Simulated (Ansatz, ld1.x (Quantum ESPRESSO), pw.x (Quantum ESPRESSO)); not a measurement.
**What a changed setting does to a pw.x run (sc Mg)**

Potential: norm-conserving Troullier–Martins (Kleinman–Bylander form), ld1.x (Quantum ESPRESSO) 7.5, PBE; core [Ne], reference 3s2 3p0; waves: 3s (bound): rc 1.90 bohr; 3p (bound, empty): rc 2.95 bohr; 3d channel at 0.2 Ry: rc 3.20 bohr; local part: all-electron potential smoothed inside 1.90 bohr (lloc = -2); core correction: a·sin(br)/r model core inside 1.75 bohr.

The reference run (k-mesh 11³, cutoffs 50/200 Ry, Fermi–Dirac 0.01 Ry, mixing_beta 0.4, conv_thr 1e-9, no spin) gives -0.33 GPa at 27.792 Å³/atom, where all-electron LAPW gives -0.17 GPa. This run, with its own iteration cap, changes k-mesh shift to 1.

```
&control
  calculation='scf', prefix='x', pseudo_dir='./', outdir='./tmp', tstress=.true., disk_io='none'
/
&system
  ibrav=0, nat=1, ntyp=1, ecutwfc=50, ecutrho=200, nbnd=8,
  occupations='smearing', smearing='fd', degauss=0.01
/
&electrons
  conv_thr=1e-09, mixing_beta=0.4, electron_maxstep=60
/
ATOMIC_SPECIES
Mg 1.0 Mg.UPF
CELL_PARAMETERS angstrom
  3.02905110 0.00000000 0.00000000
  0.00000000 3.02905110 0.00000000
  0.00000000 0.00000000 3.02905110
ATOMIC_POSITIONS crystal
Mg 0.0000 0.0000 0.0000
K_POINTS automatic
11 11 11 1 1 1
```

```bash
pw.x < Mg.scf.in > Mg.scf.out
```

Question: How does the run end?

Answer: It converges in 7 iterations; the free energy moves by +7.4 meV/atom and the pressure by +0.01 GPa.

```
Message from routine setup:
     using ibrav=0 with symmetry is DISCOURAGED, use correct ibrav instead
     lattice parameter (alat)  =       5.7241  a.u.
     unit-cell volume          =     187.5497 (a.u.)^3
     number of electrons       =         2.00
     number of Kohn-Sham states=            8
     kinetic-energy cutoff     =      50.0000  Ry
     charge density cutoff     =     200.0000  Ry
     scf convergence threshold =      1.0E-09
     Exchange-correlation= PBE
     number of k points=    56  Fermi-Dirac smearing, width (Ry)=  0.0100
     iteration #  1     ecut=    50.00 Ry     beta= 0.40
     total energy              =      -2.17514338 Ry
     estimated scf accuracy    <       0.00363754 Ry
     iteration #  2     ecut=    50.00 Ry     beta= 0.40
     total energy              =      -2.17480418 Ry
     estimated scf accuracy    <       0.00118409 Ry
     iteration #  3     ecut=    50.00 Ry     beta= 0.40
     total energy              =      -2.17484012 Ry
     estimated scf accuracy    <       0.00000136 Ry
     iteration #  4     ecut=    50.00 Ry     beta= 0.40
     total energy              =      -2.17484020 Ry
     estimated scf accuracy    <       0.00000084 Ry
     iteration #  5     ecut=    50.00 Ry     beta= 0.40
     total energy              =      -2.17484022 Ry
     estimated scf accuracy    <          3.5E-09 Ry
     iteration #  6     ecut=    50.00 Ry     beta= 0.40
     total energy              =      -2.17484023 Ry
     estimated scf accuracy    <          1.5E-09 Ry
     iteration #  7     ecut=    50.00 Ry     beta= 0.40
     the Fermi energy is     2.4156 ev
!    total energy              =      -2.17484023 Ry
     estimated scf accuracy    <          1.6E-11 Ry
     smearing contrib. (-TS)   =      -0.00234218 Ry
     The total energy is F=E-TS. E is the sum of the following terms:
     one-electron contribution =       1.09892824 Ry
     hartree contribution      =       0.00533664 Ry
     xc contribution           =      -1.29405200 Ry
     ewald contribution        =      -1.98271093 Ry
     convergence has been achieved in   7 iterations
          total   stress  (Ry/bohr**3)                   (kbar)     P=       -3.14
     Message from routine punch:
     Nothing written, as per user request (disk_io='none')
```

The run took about 3 s on one core of a shared host (Neoverse-V2, 192 threads, 1485 GiB, load 47).
